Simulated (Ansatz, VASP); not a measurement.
## ZnO: VASP beside Ansatz

```xyz
4
Lattice="3.2783 0.0000 0.0000 -1.6391 2.8391 0.0000 0.0000 0.0000 5.2840" Properties=species:S:1:pos:R:3 pbc="T T T"
Zn    0.0000    1.8927    0.0053
Zn    1.6391    0.9464    2.6473
O     0.0000    1.8927    2.0137
O     1.6391    0.9464    4.6557
```

Alike in both runs: functional PBE; k mesh 6 × 6 × 4; occupations gaussian, width 0.1 eV; no spin polarisation.

Ansatz relaxed the structure, and its values are those at the end. VASP's run is a single point on that final structure, the one shown.

```csv
,VASP,Ansatz
version,VASP 6.6.1,Ansatz 0.2.0
potentials or method,"VASP PAW PBE potentials, release 64 (Zn, O)","scalar-relativistic, plane waves, PAW"
plane-wave cutoff (eV),520,420
valence electrons in the cell,36,36
```

|  | VASP | Ansatz | Ansatz less VASP |
| --- | --- | --- | --- |
| gap on the k mesh at the Fermi level (eV) | 0.73 | 0.75 | +0.016 |
| least direct gap on the mesh (eV) | 0.73 | 0.75 | +0.016 |
| pressure (GPa) | 1.2 | 0.3 | -0.90 |
| rms of the force components (eV/Å) | 0.012 | 0.011 | -0.0011 |

Expect the measured gap to be larger: semilocal functionals such as PBE lack the derivative discontinuity.
